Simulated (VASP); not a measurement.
# AlN (P6_3mc) in VASP: notebook

The runs below take AlN through relaxation of cell and atoms, vibrations by finite differences, with PBE.

All numbers are computed with VASP 6.6.1; they aren't measurements. Logs are shortened: lines on timing, memory, paths and dates and some standing lists are left out, and cuts for length are marked.

**1. The crystal as given**

It takes space group P6_3mc (No. 186, hexagonal). Conventional cell: a = 3.113 Å, b = 3.113 Å, c = 4.981 Å, α = 90.00°, β = 90.00°, γ = 120.00°. Al (site symmetry 3m) has 4 N at 1.89 Å as nearest neighbours. N (site symmetry 3m) is surrounded by 4 Al at 1.89 Å.

**2. Relaxation of cell and atoms, PBE**

INCAR reads:

```
PREC = Accurate
ENCUT = 700
EDIFF = 1E-7
ISMEAR = 0
SIGMA = 0.02
LREAL = False
LASPH = True
NELM = 60
ALGO = Fast
ISIF = 3
LWAVE = False
LCHARG = False
GGA = PE
IBRION = 2
NSW = 80
EDIFFG = -0.002
KPAR = 4
```

KPOINTS reads:

```
Automatic mesh
0
Gamma
  12 12 6
```

POSCAR reads:

```
AlN
1.0
    3.1130000000      0.0000000000      0.0000000000
   -1.5565000000      2.6959370800      0.0000000000
    0.0000000000      0.0000000000      4.9810000000
Al N
2 2
Direct
    0.3333333300      0.6666666700      0.0000000000
    0.6666666700      0.3333333300      0.5000000000
    0.3333333300      0.6666666700      0.3800000000
    0.6666666700      0.3333333300      0.8800000000
```

Potentials or basis: VASP PAW PBE potentials, release 64 (Al, N).

Command:

```
cat potpaw_PBE.64/Al/POTCAR potpaw_PBE.64/N/POTCAR > POTCAR
mpirun -np 4 vasp_std > vasp.out
```

OUTCAR:

```text
PREC = Accurate
   ENCUT = 700
   EDIFF = 1E-7
   ISMEAR = 0
   LREAL = False
   LASPH = True
   NELM = 60
   ISIF = 3
   GGA = PE
   IBRION = 2
   NSW = 80
   EDIFFG = -0.002

 ion  position               nearest neighbor table
   1  0.333  0.667  0.000-   3 1.89   4 1.89   4 1.89   4 1.89   2 3.07   2 3.07   2 3.07   2 3.07
                             2 3.07   2 3.07
   2  0.667  0.333  0.500-   4 1.89   3 1.89   3 1.89   3 1.89   1 3.07   1 3.07   1 3.07   1 3.07
                             1 3.07   1 3.07
   3  0.333  0.667  0.380-   1 1.89   2 1.89   2 1.89   2 1.89
   4  0.667  0.333  0.880-   2 1.89   1 1.89   1 1.89   1 1.89

  LATTYP: Found a hexagonal cell.
 ALAT       =     3.1130000000
 C/A-ratio  =     1.6000642467

  Lattice vectors:

 A1 = (   3.1130000000,   0.0000000000,   0.0000000000)
 A2 = (  -1.5565000000,   2.6959370800,   0.0000000000)
 A3 = (   0.0000000000,   0.0000000000,   4.9810000000)

Analysis of symmetry for initial positions (statically):
=====================================================================
 Subroutine PRICEL returns:
 Original cell was already a primitive cell.

 Routine SETGRP: Setting up the symmetry group for a
 hexagonal supercell.

 Subroutine GETGRP returns: Found 12 space group operations
 (whereof  6 operations were pure point group operations)
 out of a pool of 24 trial point group operations.

The static configuration has the point symmetry C_3v.
 The point group associated with its full space group is C_6v.

Analysis of symmetry for dynamics (positions and initial velocities):
=====================================================================
 Subroutine PRICEL returns:
 Original cell was already a primitive cell.

 Routine SETGRP: Setting up the symmetry group for a
 hexagonal supercell.

 Subroutine GETGRP returns: Found 12 space group operations
 (whereof  6 operations were pure point group operations)
 out of a pool of 24 trial point group operations.

The dynamic configuration has the point symmetry C_3v.
 The point group associated with its full space group is C_6v.

 Subroutine INISYM returns: Found 12 space group operations
 (whereof  6 operations are pure point group operations),
 and found     1 'primitive' translations

----------------------------------------------------------------------------------------

                                     Primitive cell

  volume of cell :      41.8028

  direct lattice vectors                    reciprocal lattice vectors
[... 112 lines left out ...]
  volume/ion in A,a.u.               =      10.45        70.52
  Fermi-wavevector in a.u.,A,eV,Ry     =   1.188629  2.246183 19.222843  1.412839
  Thomas-Fermi vector in A             =   2.324754
   LORBIT       =      0    0 simple, 1 ext, 2 COOP (PROOUT), +10 PAW based schemes
   GGA     = PE    functional components
   LHFCALC =     F    Hartree Fock is set to
   AEXX    =    0.0000 exact exchange contribution
   IVDW    =     0    specifies the selected vdW correction
   LEPSILON=     F    determine dielectric tensor
   LRPA    =     F    only Hartree local field effects (RPA)
 conjugate gradient relaxation of ions
 non-spin polarized calculation
 RMM-DIIS sequential band-by-band and
 Gauss-broadening in eV      SIGMA  =   0.02
  energy-cutoff  :      700.00
  volume of cell :       41.80
 maximum number of plane-waves:      1785
 NGX is ok and might be reduce to    28
   NGX = 13   NGY = 13   NGZ = 21

--------------------------------------- Ionic step        1  -------------------------------------------

 number of electron      16.0000002 magnetization

 Free energy of the ion-electron system (eV)
  ---------------------------------------------------
  ext. energy  EPLUGINS =         0.00000000
  ---------------------------------------------------
  free energy    TOTEN  =       -29.78050351 eV

  energy without entropy =      -29.78050351  energy(sigma->0) =      -29.78050351

------------------------ aborting loop because EDIFF is reached ----------------------------------------

  FORCE on cell =-STRESS in cart. coord.  units (eV):
  Direction    XX          YY          ZZ          XY          YZ          ZX
  --------------------------------------------------------------------------------------
  -------------------------------------------------------------------------------------
  Total        0.7375616      0.7375616      1.1693528      0.0000000     -0.0000000      0.0000000
  in kB       28.2685443     28.2685443     44.8178211      0.0000000     -0.0000000      0.0000000
  external PRESSURE =      33.7849699 kB  Pullay stress =       0.0000000 kB
[... 215 lines left out ...]
--------------------------------------- Ionic step        7  -------------------------------------------

 number of electron      16.0000001 magnetization

 Free energy of the ion-electron system (eV)
  ---------------------------------------------------
  ext. energy  EPLUGINS =         0.00000000
  ---------------------------------------------------
  free energy    TOTEN  =       -29.78880765 eV

  energy without entropy =      -29.78880765  energy(sigma->0) =      -29.78880765

 E-fermi :   6.0840     XC(G=0): -10.8363

 val. band max:        5.9826586644   @ k =   0.0000   0.0000   0.0000
 cond. band min:      10.0460684016   @ k =   0.0000   0.0000   0.0000
 fundamental gap:      4.0634097373
 Fermi energy:         6.0839744573

 k-point     1 :       0.0000    0.0000    0.0000
  band No.  band energies     occupation
      1      -9.0965      2.00000
      2      -7.0078      2.00000
      3       0.0674      2.00000
      4       5.1380      2.00000
      5       5.1380      2.00000
      6       5.7808      2.00000
      7       5.7808      2.00000
      8       5.9827      2.00000
      9      10.0461      0.00000
     10      12.5112      0.00000
     11      16.4575      0.00000
     12      17.0261      0.00000
[... 331 lines left out ...]
 k-point    24 :       0.3333    0.0000    0.1667
  band No.  band energies     occupation
      1      -7.8013      2.00000
      2      -6.6059      2.00000
      3       1.1354      2.00000
      4       2.0842      2.00000
      5       2.6860      2.00000
      6       4.2414      2.00000
      7       5.2028      2.00000
      8       5.3371      2.00000
      9      11.7713      0.00000
     10      12.5876      0.00000
     11      14.3443      0.00000
     12      16.0306      0.00000

 [... further k-points ...]
[... 5 lines left out ...]
  --------------------------------------------------------------------------------------
  -------------------------------------------------------------------------------------
  Total        0.0020500      0.0020500      0.0015421      0.0000000      0.0000000     -0.0000000
  in kB        0.0772939      0.0772939      0.0581430      0.0000000      0.0000000     -0.0000000
  external PRESSURE =       0.0709102 kB  Pullay stress =       0.0000000 kB
[... 19 lines left out ...]
  FREE ENERGIE OF THE ION-ELECTRON SYSTEM (eV)
  ---------------------------------------------------
  free  energy   TOTEN  =       -29.7888076523 eV

  energy  without entropy=      -29.7888076523  energy(sigma->0) =      -29.78880765

 reached required accuracy - stopping structural energy minimisation
```

OSZICAR:

```text
N       E                     dE             d eps       ncg     rms          rms(c)
DAV:   1     0.678033594462E+02    0.67803E+02   -0.90787E+03  1824   0.152E+03
DAV:   2    -0.293177223080E+02   -0.97121E+02   -0.89837E+02  2664   0.284E+02
DAV:   3    -0.344778892339E+02   -0.51602E+01   -0.51310E+01  2404   0.688E+01
[... 57 lines left out ...]
       N       E                     dE             d eps       ncg     rms          rms(c)
DAV:   1    -0.297888094859E+02   -0.63116E-05   -0.71681E-04  1824   0.253E-01    0.861E-03
RMM:   2    -0.297888081756E+02    0.13103E-05   -0.82501E-06  1824   0.285E-02    0.439E-03
RMM:   3    -0.297888077095E+02    0.46612E-06   -0.19986E-06  1824   0.137E-02    0.139E-03
RMM:   4    -0.297888076523E+02    0.57149E-07   -0.21650E-07  1269   0.654E-03
   7 F= -.29788808E+02 E0= -.29788808E+02  d E =-.448189E-05
```

CONTCAR:

```text
AlN
   1.00000000000000
     3.1279494634278442    0.0000000000000000    0.0000000000000000
    -1.5639747317139221    2.7088836950729140   -0.0000000000000000
    -0.0000000000000000   -0.0000000000000000    5.0149387345814889
  Al              N
     2     2
Direct
     0.3333333300000021    0.6666666699999979    0.9992473279327608
     0.6666666699999979    0.3333333300000021    0.4992473279327608
     0.3333333300000021    0.6666666699999979    0.3807526720672417
     0.6666666699999979    0.3333333300000021    0.8807526720672417

  0.00000000E+00  0.00000000E+00  0.00000000E+00
  0.00000000E+00  0.00000000E+00  0.00000000E+00
  0.00000000E+00  0.00000000E+00  0.00000000E+00
  0.00000000E+00  0.00000000E+00  0.00000000E+00
```

It took 67 s on 4 MPI ranks of Intel Xeon Platinum 8259CL at 2.50GHz (Skylake/Cascade Lake), shared host; peak memory 0.22 GiB.

What came out:

```
Free energy                            : -29.7888 eV
Relaxed volume                         : 10.62 Å³/atom
Relaxed cell                           : a = 3.128 Å, b = 3.128 Å, c = 5.015 Å, α = 90.00°, β = 90.00°, γ = 120.00°
Space group after relaxing (to 0.05 Å) : P6_3mc (No. 186)
Energy gained by relaxing              : 2.1 meV/atom
Ionic steps                            : 7
Pressure after relaxing                : 0.0 GPa
Band gap on the k mesh                 : 4.06 eV, direct
```

The path:
```tsv
step	energy change (eV)	largest force (eV/Å)	pressure (GPa)	volume (Å³)
1	0.0000	0.1291	3.38	41.80
2	-0.0014	0.0917	-2.88	43.15
3	-0.0083	0.0054	0.00	42.50
4	-0.0083	0.0033	-0.06	42.51
5	-0.0083	0.0051	0.03	42.49
6	-0.0083	0.0052	0.04	42.49
7	-0.0083	0.0009	0.01	42.49
```

Final structure:
```
Al N
1.0
     3.12795    0.00000    0.00000
    -1.56397    2.70888    0.00000
     0.00000    0.00000    5.01494
Al N
2 2
Direct
  0.33333 0.66667 0.99925
  0.66667 0.33333 0.49925
  0.33333 0.66667 0.38075
  0.66667 0.33333 0.88075
```

Levels at points of the mesh, in eV from the valence-band top:
| k point | band 4 | band 5 | band 6 | band 7 | band 8 | band 9 | band 10 | band 11 | band 12 |
| --- | --- | --- | --- | --- | --- | --- | --- | --- | --- |
| (0.00, 0.00, 0.00) | -0.84 | -0.84 | -0.20 | -0.20 | 0.00 | 4.06 | 6.53 | 10.47 | 11.04 |
| (0.50, 0.00, 0.00) | -4.13 | -3.30 | -2.06 | -1.75 | -0.68 | 5.77 | 5.77 | 8.04 | 10.16 |
| (0.00, 0.00, 0.50) | -3.30 | -0.53 | -0.53 | -0.53 | -0.53 | 6.33 | 6.33 | 10.18 | 10.18 |
| (0.50, 0.00, 0.50) | -5.53 | -1.44 | -1.44 | -1.35 | -1.35 | 5.25 | 5.25 | 9.16 | 9.16 |

A k mesh can miss the band edges. As with any semilocal functional, this PBE gap is likely too small.

**3. Relaxation of cell and atoms, PBE**

This run uses another cell than the first one, of 10.62 Å³/atom, 1.017 times its volume.

INCAR is that of step 2.

KPOINTS is that of step 2.

POSCAR reads:

```
AlN                                     
1.0
    3.1279494634      0.0000000000      0.0000000000
   -1.5639747317      2.7088836951     -0.0000000000
   -0.0000000000     -0.0000000000      5.0149387346
  Al              N             
     2     2
Direct
     0.3333333300000021    0.6666666699999979    0.9992473279327608
     0.6666666699999979    0.3333333300000021    0.4992473279327608
     0.3333333300000021    0.6666666699999979    0.3807526720672417
     0.6666666699999979    0.3333333300000021    0.8807526720672417
```

Potentials or basis: VASP PAW PBE potentials, release 64 (Al, N).

Command:

```
cat potpaw_PBE.64/Al/POTCAR potpaw_PBE.64/N/POTCAR > POTCAR
mpirun -np 4 vasp_std > vasp.out
```

Run time: 31 s. Hardware: 4 MPI ranks of Intel Xeon Platinum 8259CL at 2.50GHz (Skylake/Cascade Lake), shared host; peak memory 0.21 GiB.

Results (log left out):

| Property | Result |
| --- | --- |
| Free energy | -29.7898 eV |
| Energy gained by relaxing | 0.0 meV/atom |
| Ionic steps | 3 |
| Pressure after relaxing | 0.0 GPa |
| Band gap on the k mesh | 4.06 eV, direct |

Final structure:
```xyz
4
Lattice="3.1280 0.0000 0.0000 -1.5640 2.7090 0.0000 0.0000 0.0000 5.0151" Properties=species:S:1:pos:R:3 pbc="T T T"
Al    0.0000    1.8060    5.0113
Al    1.5640    0.9030    2.5038
N     0.0000    1.8060    1.9095
N     1.5640    0.9030    4.4171
```

Levels at points of the mesh, in eV from the valence-band top:
| k point | band 5 | band 6 | band 7 | band 8 | band 9 | band 10 | band 11 | band 12 |
| --- | --- | --- | --- | --- | --- | --- | --- | --- |
| (0.00, 0.00, 0.00) | -0.84 | -0.20 | -0.20 | 0.00 | 4.06 | 6.53 | 10.47 | 11.04 |
| (0.50, 0.00, 0.00) | -3.30 | -2.06 | -1.75 | -0.68 | 5.77 | 5.77 | 8.04 | 10.16 |
| (0.00, 0.00, 0.50) | -0.53 | -0.53 | -0.53 | -0.53 | 6.33 | 6.33 | 10.18 | 10.18 |
| (0.50, 0.00, 0.50) | -1.44 | -1.44 | -1.35 | -1.35 | 5.25 | 5.25 | 9.16 | 9.16 |

A k mesh can miss the band edges.

**4. Vibrations by finite differences, PBE**

This run uses another cell than the first one, of 10.62 Å³/atom, 1.017 times its volume.

INCAR reads:

```
SYSTEM = AlN
ALGO = Fast
EDIFF = 1E-8
ENCUT = 700
GGA = PE
IBRION = 6
ISIF = 3
ISMEAR = 0
KPAR = 4
LASPH = .TRUE.
LCHARG = .FALSE.
LREAL = .FALSE.
LWAVE = .FALSE.
NELM = 60
NFREE = 2
NSW = 1
POTIM = 0.015
PREC = Accurate
SIGMA = 0.02
```

KPOINTS reads:

```
k-points
0
G
  12 12 6
  0 0 0
```

POSCAR reads:

```
AlN                                     
1.0
    3.1280304218      0.0000000000     -0.0000000000
   -1.5640152109      2.7089538071      0.0000000000
    0.0000000000      0.0000000000      5.0150912747
  Al              N             
     2     2
Direct
     0.3333333300000021    0.6666666699999979    0.9992451403510751
     0.6666666699999979    0.3333333300000021    0.4992451403510753
     0.3333333300000021    0.6666666699999979    0.3807548596489273
     0.6666666699999979    0.3333333300000021    0.8807548596489274
```

Command:

```
cat potpaw_PBE.64/Al/POTCAR potpaw_PBE.64/N/POTCAR > POTCAR
mpirun -np 4 vasp_std > vasp.out
```

Wall time 11 min (4 MPI ranks of Intel Xeon Platinum 8259CL at 2.50GHz (Skylake/Cascade Lake), shared host); peak memory 0.63 GiB.

Results (log left out):

- Voigt bulk modulus: 196 GPa
- Highest phonon frequency at Γ, LO-TO splitting left out: 708 cm⁻¹

Phonon frequencies in cm⁻¹ (negative: imaginary):
```csv
q point,frequencies
"(0.000, 0.000, 0.000)",0 0 0 237 237 537 597 639 639 651 651 708
```

Elastic tensor in Voigt notation (GPa, in the Cartesian axes of the cell as first typed):
```
377 129  98   0   0   0
129 377  98   0   0   0
 98  98 357   0   0   0
  0   0   0 112   0   0
  0   0   0   0 112   0
  0   0   0   0   0 124
```

Clamped-ion elastic tensor (GPa):
```
441  97  63   0   0   0
 97 441  63   0   0   0
 63  63 437   0   0   0
  0   0   0 125   0   0
  0   0   0   0 125   0
  0   0   0   0   0 172
```
